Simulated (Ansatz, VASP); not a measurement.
# TePb: VASP beside Ansatz

```
Pb Te
1.0
     4.48548    0.00000    0.00000
    -2.24274    3.88454    0.00000
     0.00000    0.00000    4.21695
Pb Te
1 1
Direct
  0.00000 0.00000 0.00000
  0.66667 0.33333 0.50000
```

Alike in both runs: task relaxation of shape and atoms at fixed volume; functional PBE; k mesh 10 × 10 × 8; occupations gaussian, width 0.05 eV; no spin polarisation.

|  | VASP | Ansatz |
| --- | --- | --- |
| version | VASP 6.6.1 | Ansatz 0.2.0 |
| potentials or method | VASP PAW PBE potentials, release 64 (Pb_d, Te) | scalar-relativistic, plane waves, PAW |
| plane-wave cutoff (eV) | 600 | 420 |
| valence electrons in the cell | 20 | 30 |

```csv
,VASP,Ansatz,Ansatz less VASP
"gap on the k mesh at the Fermi level, each at its own relaxed structure (eV)",none,none,-
relaxed volume (Å³/atom),36.74,36.74,0.000
relaxed cell length with the largest relative difference (Å),4.198,4.200,+0.0013
```

A gap of «none» marks a metal or a gap that the smearing closes. The two sets of potentials don't hold the same shells in valence.

Spin-orbit coupling is left out, which matters for the levels of Pb, Te.
